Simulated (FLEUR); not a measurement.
Input of a FLEUR MaX-R8.1 (later development tree) run:

inp.xml

```xml
<?xml version="1.0" encoding="UTF-8" standalone="no"?>
<fleurInput fleurInputVersion="0.39">
   <comment>
      KCl                                                                                                 
   </comment>
   <calculationSetup>
      <cutoffs Kmax="4.1" Gmax="12.7" GmaxXC="12.7" numbands="0"/>
      <scfLoop itmax="60" minDistance="0.00001" maxIterBroyd="15" imix="Anderson" alpha="0.05" precondParam="0.0" spinf="2.0" sdNocoIR="T"/>
      <coreElectrons ctail="T" frcor="F" kcrel="0" coretail_lmax="0"/>
      <xcFunctional name="Rpbe" relativisticCorrections="F"/>
      <magnetism jspins="1"/>
      <soc l_soc="F" theta="0.0" phi="0.0" spav="F"/>
      <expertModes spex="0" secvar="F"/>
      <geometryOptimization l_f="F" forcealpha="1.0" forcemix="BFGS" epsdisp="0.00001" epsforce="0.00001"/>
      <ldaU l_linMix="F" mixParam="0.05" spinf="1.0"/>
   </calculationSetup>
   <cell>
      <bzIntegration valenceElectrons="16.0" mode="hist" fermiSmearingEnergy="0.00183747">
         <kPointListSelection listName="default-1"/>
         <!-- k-points included here -->
         <xi:include xmlns:xi="http://www.w3.org/2001/XInclude" href="kpts.xml"> </xi:include>
      </bzIntegration>
      <!-- symmetry operations included here -->
      <xi:include xmlns:xi="http://www.w3.org/2001/XInclude" href="sym.xml"> </xi:include>
      <bulkLattice scale="1.0">
         <bravaisMatrix>
            <row-1>    0.0000000000000000     5.9459665592701612     5.9459665592701612</row-1>
            <row-2>    5.9459665592701612     0.0000000000000000     5.9459665592701612</row-2>
            <row-3>    5.9459665592701612     5.9459665592701612     0.0000000000000000</row-3>
         </bravaisMatrix>
      </bulkLattice>
   </cell>
   <atomSpecies>
      <species name="Potassium (K)" element="K" atomicNumber="19">
         <mtSphere radius="2.66" gridPoints="879" logIncrement="0.014"/>
         <atomicCutoffs lmax="11" lnonsphr="8"/>
         <electronConfig flipSpins="F">
            <coreConfig>(1s1/2) (2s1/2) (2p1/2) (2p3/2)</coreConfig>
            <valenceConfig>(3s1/2) (3p1/2) (3p3/2) (4s1/2)</valenceConfig>
            <stateOccupation state="(4s1/2)" spinUp="0.500000" spinDown="0.500000"/>
         </electronConfig>
         <energyParameters s="4" p="3" d="3" f="4"/>
         <lo type="SCLO" l="0" n="3" eDeriv="0"/>
         <lo type="HELO" l="1" n="4" eDeriv="0"/>
         <lo type="HELO" l="1" n="4" eDeriv="1"/>
         <lo type="SCLO" l="2" n="3" eDeriv="2"/>
         <lo type="SCLO" l="3" n="4" eDeriv="2"/>
      </species>
      <species name="Chlorine (Cl)" element="Cl" atomicNumber="17">
         <mtSphere radius="2.66" gridPoints="879" logIncrement="0.014"/>
         <atomicCutoffs lmax="11" lnonsphr="8"/>
         <electronConfig flipSpins="F">
            <coreConfig>(1s1/2) (2s1/2) (2p1/2) (2p3/2)</coreConfig>
            <valenceConfig>(3s1/2) (3p1/2) (3p3/2)</valenceConfig>
            <stateOccupation state="(3p1/2)" spinUp="0.833333" spinDown="0.833333"/>
            <stateOccupation state="(3p3/2)" spinUp="1.666667" spinDown="1.666667"/>
         </electronConfig>
         <energyParameters s="3" p="3" d="3" f="4"/>
         <lo type="SCLO" l="0" n="3" eDeriv="2"/>
         <lo type="SCLO" l="1" n="3" eDeriv="2"/>
         <lo type="SCLO" l="2" n="3" eDeriv="2"/>
         <lo type="SCLO" l="3" n="4" eDeriv="2"/>
      </species>
   </atomSpecies>
   <atomGroups>
      <atomGroup species="Potassium (K)">
         <relPos label="                   1">.0000000000 .0000000000 .0000000000</relPos>
         <force calculate="T" relaxXYZ="TTT"/>
      </atomGroup>
      <atomGroup species="Chlorine (Cl)">
         <relPos label="                   2">1.000/2.000 1.000/2.000 1.000/2.000</relPos>
         <force calculate="T" relaxXYZ="TTT"/>
      </atomGroup>
   </atomGroups>
   <output dos="F" band="F" slice="F">
      <checks vchk="F" cdinf="F"/>
      <bandDOS minEnergy="-.5*Htr" maxEnergy="0.5*Htr" sigma="0.015" storeEVData="T"/>
      <vacuumDOS vacdos="F" integ="F" star="F" nstars="0" locx1="0.0" locy1="0.0" locx2="0.0" locy2="0.0" nstm="0" tworkf="0.0"/>
      <unfoldingBand unfoldBand="F" supercellX="1" supercellY="1" supercellZ="1"/>
      <plotting iplot="0" polar="F">
         <plot TwoD="T" vec1="  1.0  0.0  0.0" vec2="  0.0  1.0  0.0" vec3="  0.0  0.0  1.0" zero="  0.0  0.0  0.0" file="plot"/>
      </plotting>
      <chargeDensitySlicing numkpt="0" minEigenval="0.0" maxEigenval="0.0" nnne="0" pallst="F"/>
      <specialOutput eonly="F"/>
      <moessbauerParams electricFieldGradient="T" isomerShift="T" coreHyperfine="T" valenceHyperfine="T"/>
      <magneticCircularDichroism mcd="F" energyLo="-10.0" energyUp="0.0"/>
   </output>
  <!-- We include the file relax.xml here to enable relaxations (see documentation) -->
  <xi:include xmlns:xi="http://www.w3.org/2001/XInclude" href="relax.xml"> <xi:fallback/> </xi:include>
</fleurInput>
```

File crystal.txt:

```
KCl
&input cartesian=F /
0.0000000000  3.1464700000  3.1464700000
3.1464700000  0.0000000000  3.1464700000
3.1464700000  3.1464700000  0.0000000000
1.8897261246
1.0 1.0 1.0

2
19 0.0000000000  0.0000000000  0.0000000000
17 0.5000000000  0.5000000000  0.5000000000

&kpt div1=7 div2=7 div3=7 gamma=T /
```

inp.xml (bands)

```
<?xml version="1.0" encoding="UTF-8" standalone="no"?>
<fleurInput fleurInputVersion="0.39">
   <comment>
      KCl                                                                                                 
   </comment>
   <calculationSetup>
      <cutoffs Kmax="4.1" Gmax="12.7" GmaxXC="12.7" numbands="0"/>
      <scfLoop itmax="60" minDistance="0.00001" maxIterBroyd="15" imix="Anderson" alpha="0.05" precondParam="0.0" spinf="2.0" sdNocoIR="T"/>
      <coreElectrons ctail="T" frcor="F" kcrel="0" coretail_lmax="0"/>
      <xcFunctional name="Rpbe" relativisticCorrections="F"/>
      <magnetism jspins="1"/>
      <soc l_soc="F" theta="0.0" phi="0.0" spav="F"/>
      <expertModes spex="0" secvar="F"/>
      <geometryOptimization l_f="F" forcealpha="1.0" forcemix="BFGS" epsdisp="0.00001" epsforce="0.00001"/>
      <ldaU l_linMix="F" mixParam="0.05" spinf="1.0"/>
   </calculationSetup>
   <cell>
      <bzIntegration valenceElectrons="16.0" mode="hist" fermiSmearingEnergy="0.00183747">
         <kPointListSelection listName="path-1"/>
         <!-- k-points included here -->
         <xi:include xmlns:xi="http://www.w3.org/2001/XInclude" href="kpts.xml"> </xi:include>
      </bzIntegration>
      <!-- symmetry operations included here -->
      <xi:include xmlns:xi="http://www.w3.org/2001/XInclude" href="sym.xml"> </xi:include>
      <bulkLattice scale="1.0">
         <bravaisMatrix>
            <row-1>    0.0000000000000000     5.9459665592701612     5.9459665592701612</row-1>
            <row-2>    5.9459665592701612     0.0000000000000000     5.9459665592701612</row-2>
            <row-3>    5.9459665592701612     5.9459665592701612     0.0000000000000000</row-3>
         </bravaisMatrix>
      </bulkLattice>
   </cell>
   <atomSpecies>
      <species name="Potassium (K)" element="K" atomicNumber="19">
         <mtSphere radius="2.66" gridPoints="879" logIncrement="0.014"/>
         <atomicCutoffs lmax="11" lnonsphr="8"/>
         <electronConfig flipSpins="F">
            <coreConfig>(1s1/2) (2s1/2) (2p1/2) (2p3/2)</coreConfig>
            <valenceConfig>(3s1/2) (3p1/2) (3p3/2) (4s1/2)</valenceConfig>
            <stateOccupation state="(4s1/2)" spinUp="0.500000" spinDown="0.500000"/>
         </electronConfig>
         <energyParameters s="4" p="3" d="3" f="4"/>
         <lo type="SCLO" l="0" n="3" eDeriv="0"/>
         <lo type="HELO" l="1" n="4" eDeriv="0"/>
         <lo type="HELO" l="1" n="4" eDeriv="1"/>
         <lo type="SCLO" l="2" n="3" eDeriv="2"/>
         <lo type="SCLO" l="3" n="4" eDeriv="2"/>
      </species>
      <species name="Chlorine (Cl)" element="Cl" atomicNumber="17">
         <mtSphere radius="2.66" gridPoints="879" logIncrement="0.014"/>
         <atomicCutoffs lmax="11" lnonsphr="8"/>
         <electronConfig flipSpins="F">
            <coreConfig>(1s1/2) (2s1/2) (2p1/2) (2p3/2)</coreConfig>
            <valenceConfig>(3s1/2) (3p1/2) (3p3/2)</valenceConfig>
            <stateOccupation state="(3p1/2)" spinUp="0.833333" spinDown="0.833333"/>
            <stateOccupation state="(3p3/2)" spinUp="1.666667" spinDown="1.666667"/>
         </electronConfig>
         <energyParameters s="3" p="3" d="3" f="4"/>
         <lo type="SCLO" l="0" n="3" eDeriv="2"/>
         <lo type="SCLO" l="1" n="3" eDeriv="2"/>
         <lo type="SCLO" l="2" n="3" eDeriv="2"/>
         <lo type="SCLO" l="3" n="4" eDeriv="2"/>
      </species>
   </atomSpecies>
   <atomGroups>
      <atomGroup species="Potassium (K)">
         <relPos label="                   1">.0000000000 .0000000000 .0000000000</relPos>
         <force calculate="T" relaxXYZ="TTT"/>
      </atomGroup>
      <atomGroup species="Chlorine (Cl)">
         <relPos label="                   2">1.000/2.000 1.000/2.000 1.000/2.000</relPos>
         <force calculate="T" relaxXYZ="TTT"/>
      </atomGroup>
   </atomGroups>
   <output dos="F" band="T" slice="F">
      <checks vchk="F" cdinf="F"/>
      <bandDOS minEnergy="-.5*Htr" maxEnergy="0.5*Htr" sigma="0.015" storeEVData="T"/>
      <vacuumDOS vacdos="F" integ="F" star="F" nstars="0" locx1="0.0" locy1="0.0" locx2="0.0" locy2="0.0" nstm="0" tworkf="0.0"/>
      <unfoldingBand unfoldBand="F" supercellX="1" supercellY="1" supercellZ="1"/>
      <plotting iplot="0" polar="F">
         <plot TwoD="T" vec1="  1.0  0.0  0.0" vec2="  0.0  1.0  0.0" vec3="  0.0  0.0  1.0" zero="  0.0  0.0  0.0" file="plot"/>
      </plotting>
      <chargeDensitySlicing numkpt="0" minEigenval="0.0" maxEigenval="0.0" nnne="0" pallst="F"/>
      <specialOutput eonly="F"/>
      <moessbauerParams electricFieldGradient="T" isomerShift="T" coreHyperfine="T" valenceHyperfine="T"/>
      <magneticCircularDichroism mcd="F" energyLo="-10.0" energyUp="0.0"/>
   </output>
  <!-- We include the file relax.xml here to enable relaxations (see documentation) -->
  <xi:include xmlns:xi="http://www.w3.org/2001/XInclude" href="relax.xml"> <xi:fallback/> </xi:include>
</fleurInput>
```

Potentials or basis: all-electron, FLAPW.

Launch:

```sh
$ inpgen -f crystal.txt -profile fastHighL
$ # inp.xml edited to the form shown
$ fleur_MPI
$ fleur_MPI   # second run, on inp.xml (bands)
```

(1) What does it give for the band gap on the k mesh?

(2) Estimate the band gap along the path.

Results:

(1) 5.81 eV, direct.

(2) 5.81 eV, direct.

**The experiment to reproduce.**

A printed reference work, monograph reports, for a bulk crystal of KCl: band gap 8.68 eV.

Against the measured gap of KCl, 8.68 eV (a printed reference work, monograph), the calculated 5.81 eV is off by -2.87 eV. The value is that of RPBE, without temperature or zero-point motion. Semilocal functionals fall short of measured gaps as a rule.
